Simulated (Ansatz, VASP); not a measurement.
# Cross-check of CdTe between VASP and Ansatz, part 2 of 2

One calculation is typed for both programs; each brings its own data sets. How far apart do they land? The structure shown comes from an earlier Ansatz run, which isn't shown and may have moved the atoms alone.

VASP 6.6.1 and Ansatz 0.2.0.

So far: The structure; Ansatz: elastic constants, LDA.

### 3. VASP: elastic constants, LDA

Level of this step: LDA; plane waves and PAW (Cd, Te) (VASP).

The same cell, functional (in two slightly different forms), mesh and smearing now go to VASP, with its own data sets.

Lines of VASP's logs that name or quote its potential files are left out, and so is its time.

Contents of INCAR:

```
SYSTEM = CdTe
PREC = Accurate
ENCUT = 500
EDIFF = 1E-08
NELM = 120
ISMEAR = 0
SIGMA = 0.02
LREAL = .FALSE.
ALGO = Normal
GGA = CA
NBANDS = 15
LORBIT = 11
LWAVE = .FALSE.
LCHARG = .FALSE.
ISIF = 3
IBRION = 6
NFREE = 2
POTIM = 0.015
NSW = 1
LASPH = .TRUE.
GGA_COMPAT = .FALSE.
EFERMI = MIDGAP
KPAR = 2
```

Contents of POSCAR:

```
CdTe
1.0
    0.0000000000      3.2048113293      3.2048113293
    3.2048113293      0.0000000000      3.2048113293
    3.2048113293      3.2048113293      0.0000000000
Cd Te
1 1
Direct
    0.0000000000      0.0000000000      0.0000000000
    0.2500000000      0.2500000000      0.2500000000
```

Contents of KPOINTS:

```
Automatic mesh
0
Gamma
6 6 6
0 0 0
```

The projector-augmented-wave data sets are Cd and Te (LDA family, release 64).

Run with:

```
$ mpirun -np 2 vasp_std
```

Numbers of over 12 decimals in the logs are rounded to 6 here.

What it wrote:

```text
[banner, memory and clock lines left out]
running    2 mpi-ranks, on    1 nodes
 distrk:  each k-point on    1 cores,    2 groups
 distr:  one band on    1 cores,    1 groups

 POSCAR found type information on POSCAR CdTe
 POSCAR found :  2 types and       2 ions
 LDA part: xc-table for (Slater(with rela. corr.)+CA(PZ))
 , standard interpolation
 POSCAR, INCAR and KPOINTS ok, starting setup
 FFT: planning ... GRIDC
 FFT: planning ... GRID_SOFT
 FFT: planning ... GRID
 WAVECAR not read
 entering main loop
       N       E                     dE             d eps       ncg     rms          rms(c)
DAV:   1     0.981821273142E+02    0.98182E+02   -0.80473E+03   480   0.101E+03
DAV:   2    -0.263467252403E+01   -0.10082E+03   -0.96011E+02   564   0.248E+02
DAV:   3    -0.625462373907E+01   -0.36200E+01   -0.36148E+01   571   0.484E+01
DAV:   4    -0.628854222682E+01   -0.33918E-01   -0.33917E-01   734   0.422E+00
DAV:   5    -0.628861318568E+01   -0.70959E-04   -0.70959E-04   606   0.188E-01    0.603E+00
DAV:   6    -0.606856264000E+01    0.22005E+00   -0.39038E-01   529   0.833E+00    0.487E+00
DAV:   7    -0.604643156081E+01    0.22131E-01   -0.98105E-02   578   0.220E+00    0.177E+00
DAV:   8    -0.604451931930E+01    0.19122E-02   -0.10370E-02   536   0.128E+00    0.474E-01
DAV:   9    -0.604423930355E+01    0.28002E-03   -0.74804E-04   606   0.307E-01    0.128E-01
DAV:  10    -0.604422885468E+01    0.10449E-04   -0.89559E-05   595   0.846E-02    0.576E-02
DAV:  11    -0.604423277704E+01   -0.39224E-05   -0.20740E-05   572   0.416E-02    0.324E-02
DAV:  12    -0.604423181306E+01    0.96399E-06   -0.20671E-06   515   0.123E-02    0.159E-02
DAV:  13    -0.604423174633E+01    0.66725E-07   -0.60593E-07   585   0.362E-03    0.307E-03
DAV:  14    -0.604423173936E+01    0.69656E-08   -0.47690E-08   585   0.246E-03
   1 F= -.60442317E+01 E0= -.60442317E+01  d E =-.160700-118
[... from here on, the cycles between the ionic steps are left out ...]
   2 F= -.60431666E+01 E0= -.60431666E+01  d E =-.365212E-97
   3 F= -.60397722E+01 E0= -.60397722E+01  d E =-.337979-123
   9 F= -.60422569E+01 E0= -.60422569E+01  d E =-.263390-110
  10 F= -.60422568E+01 E0= -.60422568E+01  d E =-.261474-110
  11 F= -.60422569E+01 E0= -.60422569E+01  d E =-.263626-110
  12 F= -.60422568E+01 E0= -.60422568E+01  d E =-.261494-110
  13 F= -.60422569E+01 E0= -.60422569E+01  d E =-.263637-110
  14 F= -.60436796E+01 E0= -.60436796E+01  d E =-.115209-114
  15 F= -.60436796E+01 E0= -.60436796E+01  d E =-.115316-114
  16 F= -.60436754E+01 E0= -.60436754E+01  d E =-.115488-114
 Finite differences progress:
  Degree of freedom:   8/  8
  Displacement:        1/  2
  Total:              15/ 16
 bond charge predicted
       N       E                     dE             d eps       ncg     rms          rms(c)
DAV:   1    -0.604311432230E+01    0.56105E-03   -0.27953E-01  1422   0.232E+00    0.190E-01
DAV:   2    -0.604371543655E+01   -0.60111E-03   -0.74933E-03  1597   0.486E-01    0.844E-02
DAV:   3    -0.604367843062E+01    0.37006E-04   -0.12026E-04  1783   0.748E-02    0.355E-02
DAV:   4    -0.604367542865E+01    0.30020E-05   -0.11090E-05  1723   0.234E-02    0.117E-02
DAV:   5    -0.604367534801E+01    0.80638E-07   -0.96322E-07  1688   0.698E-03    0.544E-03
DAV:   6    -0.604367537134E+01   -0.23336E-07   -0.11059E-07  1765   0.200E-03    0.118E-03
DAV:   7    -0.604367536478E+01    0.65600E-08   -0.18446E-08  1570   0.909E-04
  17 F= -.60436754E+01 E0= -.60436754E+01  d E =-.115174-114
 Finite differences progress:
  Degree of freedom:   8/  8
  Displacement:        2/  2
  Total:              16/ 16
```

From OUTCAR (step 3):

```text
ion  position               nearest neighbor table
   1  0.000  0.000  0.000-   2 2.78   2 2.78   2 2.78   2 2.78
   2  0.250  0.250  0.250-   1 2.78   1 2.78   1 2.78   1 2.78

  LATTYP: Found a face centered cubic cell.
 ALAT       =     6.4096226586

 Subroutine GETGRP returns: Found 24 space group operations
 (whereof 24 operations were pure point group operations)

The static configuration has the point symmetry T_d .

 Found     16 irreducible k-points:

   k-points           NKPTS =     16   k-points in BZ     NKDIM =     16   number of bands    NBANDS=     15

   dimension x,y,z NGX =    36 NGY =   36 NGZ =   36
   dimension x,y,z NGXF=    72 NGYF=   72 NGZF=   72

   ENCUT  =  500.0 eV  36.75 Ry    6.06 a.u.   8.26  8.26  8.26*2*pi/ulx,y,z

   NELECT =      18.0000    total number of electrons

 k-points in reciprocal lattice and weights: Automatic mesh
   0.00000000  0.00000000  0.00000000       0.005
   0.16666667  0.00000000  0.00000000       0.037
   0.33333333  0.00000000  0.00000000       0.037
   0.50000000  0.00000000  0.00000000       0.019
   0.16666667  0.16666667  0.00000000       0.028
   0.33333333  0.16666667  0.00000000       0.111
   0.50000000  0.16666667  0.00000000       0.111
  -0.33333333  0.16666667  0.00000000       0.111
  -0.16666667  0.16666667  0.00000000       0.056
[...]
-0.33333333  0.33333333  0.16666667       0.111
  -0.33333333  0.50000000  0.16666667       0.056

 average (electrostatic) potential at core
       1 -39.6412       2 -92.0599

 E-fermi :   2.8036

 k-point     1 :       0.0000    0.0000    0.0000
  band No.  band energies     occupation
    ...
      5      -5.6570      2.00000
      6      -5.6569      2.00000
      7       2.4591      2.00000
      8       2.4719      2.00000
      9       2.4839      2.00000
     10       3.1233      0.00000
     11       6.9358      0.00000
     12       6.9460      0.00000
     13       6.9574      0.00000
     14       9.7321      0.00000
    ...

 k-point     2 :       0.1667    0.0000    0.0000
  band No.  band energies     occupation
    ...
      5      -5.6589      2.00000
      6      -5.6586      2.00000
      7       0.6124      2.00000
      8       2.2139      2.00000
      9       2.2351      2.00000
     10       4.2555      0.00000
     11       7.0825      0.00000
     12       7.2883      0.00000
     13       7.3164      0.00000
     14      10.7354      0.00000
    ...

 k-point     3 :       0.3333    0.0000    0.0000
  band No.  band energies     occupation
    ...
      5      -5.6542      2.00000
      6      -5.5685      2.00000
      7      -1.3310      2.00000
      8       1.7951      2.00000
      9       1.8247      2.00000
     10       4.2890      0.00000
     11       7.5717      0.00000
     12       7.6224      0.00000
     13       8.6552      0.00000
     14      10.3414      0.00000
    ...

  Total        0.1113188      0.1130930      0.1130930      0.0000000      0.0989058      0.0000000
  in kB        2.7092043      2.7523832      2.7523832      0.0000000      2.4071044      0.0000000
  external PRESSURE =       2.7379902 kB  Pullay stress =       0.0000000 kB

  energy-cutoff  :      500.00
  volume of cell :       65.83
      direct lattice vectors                 reciprocal lattice vectors
     0.000000000  3.204811329  3.204811329    -0.156015425  0.156015425  0.156015425
     3.204811329  0.000000000  3.204811329     0.156015425 -0.156015425  0.156015425
     3.204811329  3.204811329  0.000000000     0.156015425  0.156015425 -0.156015425

 POSITION                                       TOTAL-FORCE (eV/Angst)
 -----------------------------------------------------------------------------------
      0.00000      0.00000      0.00000        -0.074219      0.000000      0.000000
      1.58741      1.60241      1.60241         0.074219      0.000000      0.000000
 -----------------------------------------------------------------------------------
    total drift:                               -0.000108      0.000000      0.000000

  FREE ENERGIE OF THE ION-ELECTRON SYSTEM (eV)
  ---------------------------------------------------
  free  energy   TOTEN  =        -6.0436753648 eV

  energy  without entropy=       -6.0436753648  energy(sigma->0) =       -6.04367536

  SYMMETRIZED ELASTIC MODULI (kBar)
 Direction    XX          YY          ZZ          XY          YZ          ZX
 --------------------------------------------------------------------------------
 XX         595.3848    410.9131    410.9131     -0.0000      0.0000      0.0000
 YY         410.9131    595.3848    410.9131      0.0000      0.0000      0.0000
 ZZ         410.9131    410.9131    595.3848      0.0000     -0.0000     -0.0000
 XY          -0.0000      0.0000      0.0000    428.5103     -0.0000      0.0000
 YZ           0.0000      0.0000     -0.0000     -0.0000    428.5103      0.0000
 ZX           0.0000      0.0000     -0.0000      0.0000      0.0000    428.5103
 --------------------------------------------------------------------------------

 Eigenvectors and eigenvalues of the dynamical matrix
 ----------------------------------------------------

   1 f  =    4.493595 THz    28.234091 2PiTHz  149.890201 cm-1    18.584008 meV
             X         Y         Z           dx          dy          dz
      0.000000  0.000000  0.000000     0.000000    0.728687    0.000000
      1.602406  1.602406  1.602406     0.000000   -0.684847    0.000000

   2 f  =    4.493595 THz    28.234091 2PiTHz  149.890201 cm-1    18.584008 meV
             X         Y         Z           dx          dy          dz
      0.000000  0.000000  0.000000     0.728687    0.000000    0.000000
      1.602406  1.602406  1.602406    -0.684847    0.000000    0.000000

   3 f  =    4.493595 THz    28.234091 2PiTHz  149.890201 cm-1    18.584008 meV
             X         Y         Z           dx          dy          dz
      0.000000  0.000000  0.000000     0.000000    0.000000    0.728687
      1.602406  1.602406  1.602406     0.000000    0.000000   -0.684847

   4 f/i=    0.002961 THz     0.018607 2PiTHz    0.098779 cm-1     0.012247 meV
             X         Y         Z           dx          dy          dz
      0.000000  0.000000  0.000000    -0.684847    0.000000    0.000000
      1.602406  1.602406  1.602406    -0.728687    0.000000    0.000000

   5 f/i=    0.002961 THz     0.018607 2PiTHz    0.098779 cm-1     0.012247 meV
             X         Y         Z           dx          dy          dz
      0.000000  0.000000  0.000000     0.000000   -0.684847    0.000000
      1.602406  1.602406  1.602406     0.000000   -0.728687    0.000000

   6 f/i=    0.002961 THz     0.018607 2PiTHz    0.098779 cm-1     0.012247 meV
             X         Y         Z           dx          dy          dz
      0.000000  0.000000  0.000000     0.000000    0.000000   -0.684847
      1.602406  1.602406  1.602406     0.000000    0.000000   -0.728687

 ELASTIC MODULI CONTR FROM IONIC RELAXATION (kBar)
 Direction    XX          YY          ZZ          XY          YZ          ZX
 --------------------------------------------------------------------------------
 XX          -0.0000      0.0000      0.0000      0.0000     -0.0000     -0.0000
 YY           0.0000     -0.0000     -0.0000      0.0000      0.0000     -0.0000
 ZZ           0.0000     -0.0000     -0.0000     -0.0000      0.0000     -0.0000
 XY           0.0000      0.0000     -0.0000   -214.3737     -0.0000      0.0000
 YZ          -0.0000      0.0000      0.0000     -0.0000   -214.3737     -0.0000
 ZX          -0.0000     -0.0000     -0.0000      0.0000     -0.0000   -214.3737
 --------------------------------------------------------------------------------

 TOTAL ELASTIC MODULI (kBar)
 Direction    XX          YY          ZZ          XY          YZ          ZX
 --------------------------------------------------------------------------------
 XX         595.3848    410.9131    410.9131     -0.0000     -0.0000      0.0000
 YY         410.9131    595.3848    410.9131      0.0000      0.0000      0.0000
 ZZ         410.9131    410.9131    595.3848      0.0000     -0.0000     -0.0000
 XY          -0.0000      0.0000      0.0000    214.1366     -0.0000      0.0000
 YZ          -0.0000      0.0000     -0.0000     -0.0000    214.1366     -0.0000
 ZX           0.0000      0.0000     -0.0000      0.0000     -0.0000    214.1366
 --------------------------------------------------------------------------------

 total charge
# of ion       s       p       d       tot
------------------------------------------
    1        0.489   0.340   9.521  10.349
    2        1.356   2.066   0.025   3.447
--------------------------------------------------
tot          1.844   2.406   9.546  13.797

[... 3 further parts left out ...]
```

Levels, forces or a CONTCAR printed for this step are those of its last displaced cell, not of the structure at rest.

### 4. Differences

Known differences besides the potentials themselves: the two LDA forms differ slightly; the data sets hold 36 valence electrons in Ansatz (on its default PAW (the set named soft_2) files) and 18 in VASP; the cutoff is 420 eV in Ansatz and 500 eV in VASP; VASP's log shows a relativistic correction to its local exchange, Ansatz's none; VASP takes each elastic constant from one size of strain, Ansatz from those that its log lists. Total energies have different zeros and are not compared.

Both answers:

| quantity | Ansatz | VASP | difference |
| --- | --- | --- | --- |
| C11 (GPa) | 58.6 | 59.5 | -1.63 % |
| C22 (GPa) | 58.6 | 59.5 | -1.63 % |
| C33 (GPa) | 58.6 | 59.5 | -1.63 % |
| C12 (GPa) | 40.0 | 41.1 | -2.60 % |
| C13 (GPa) | 40.0 | 41.1 | -2.60 % |
| C23 (GPa) | 40.0 | 41.1 | -2.60 % |
| C44 (GPa) | 21.5 | 21.4 | +0.56 % |
| C55 (GPa) | 21.5 | 21.4 | +0.56 % |
| C66 (GPa) | 21.5 | 21.4 | +0.56 % |

### 5. Results

```json
{"difference in C12 (elastic constants, LDA)": "-2.6 %"}
```

In words: The difference in C12 is -2.6 % (elastic constants, LDA), within the 5 % picked in this series as the mark of a large difference. The data sets hold unlike numbers of valence electrons (36 in Ansatz and 18 in VASP), so part of the differences comes from the potentials. Such differences can come from data sets, numerical settings and the points named under the comparisons, not from the functional's error against experiment.

[Lines on the potential files, build, host, timing and source positions are cut from VASP's logs without a mark.]

[Logs are printed without paths, hosts, clocks, repeated set-up lines and the standing remarks that a program may print on its own settings, such as how far it seeks lower states.]

[Hosts, paths, dates, database ids (printed as entryN), source tags and the programs' standing remarks are cut or masked in the printed files.]
